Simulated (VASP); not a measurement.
An input for Quantum ESPRESSO's pw.x (written as the equivalent of a VASP run, and not itself run):

```
&CONTROL
  calculation = 'relax'
  pseudo_dir = './pseudo'
  outdir = './out'
  tprnfor = .true.
  tstress = .true.
  nstep = 30
  forc_conv_thr = 0.00039
/
&SYSTEM
  ibrav = 0
  nat = 2
  ntyp = 2
  ecutwfc = 84
  occupations = 'smearing'
  smearing = 'gaussian'
  degauss = 0.003675
  input_dft = 'pbe'
/
&ELECTRONS
  conv_thr = 7.3e-09
  electron_maxstep = 100
/
&IONS
/
ATOMIC_SPECIES
  Zn 65.380 Zn.upf
  Te 127.600 Te.upf
CELL_PARAMETERS angstrom
     0.0000000    3.0877232    3.0877232
     3.1803549    0.0000000    3.0877232
     3.1803549    3.0877232    0.0000000
ATOMIC_POSITIONS crystal
  Zn   0.0000000  0.0000000  0.0000000
  Te   0.2500000  0.2500000  0.2500000
K_POINTS automatic
  8 8 8 0 0 0
```

Task: Write the VASP files for the same calculation (PBE).

Result: This is not unique; one that fits is 
File KPOINTS:
```
Automatic mesh
0
Gamma
8 8 8
0 0 0
```

### INCAR
```
! general
SYSTEM =ZnTe
PREC   =Accurate
ENCUT  =480
LREAL  =.False.
LASPH  =.True.

! electronic loop
EDIFF  =1E-7
NELM   =100
ALGO   =Normal
LMAXMIX=4

! smearing
ISMEAR =0
SIGMA  =0.05

! functional
GGA    =PE

! ions
IBRION =2
NSW    =30
ISIF   =2
EDIFFG =-0.01

! output
LWAVE  =.False.
LCHARG =.False.
```

**POSCAR**
```
ZnTe
1.0
  0.0000000000   3.0877232080   3.0877232080
  3.1803549042   0.0000000000   3.0877232080
  3.1803549042   3.0877232080   0.0000000000
Zn Te
1 1
Direct
  0.0000000000   0.0000000000   0.0000000000
  0.2500000000   0.2500000000   0.2500000000
```

POTCAR, in this order: Zn Te (PBE.64 set). Program: vasp_std.

What does not carry over: the potentials are each code's own (VASP's PAW set, PseudoDojo norm-conserving files in pw.x), so ENCUT and ecutwfc are chosen apart and not converted; conv_thr bounds pw.x's estimated SCF error, while EDIFF bounds the energy change between steps; forc_conv_thr acts on force components and is met together with etot_conv_thr.

The compound is ZnTe in the zinc blende structure. This cell was strained or had an atom moved on purpose.
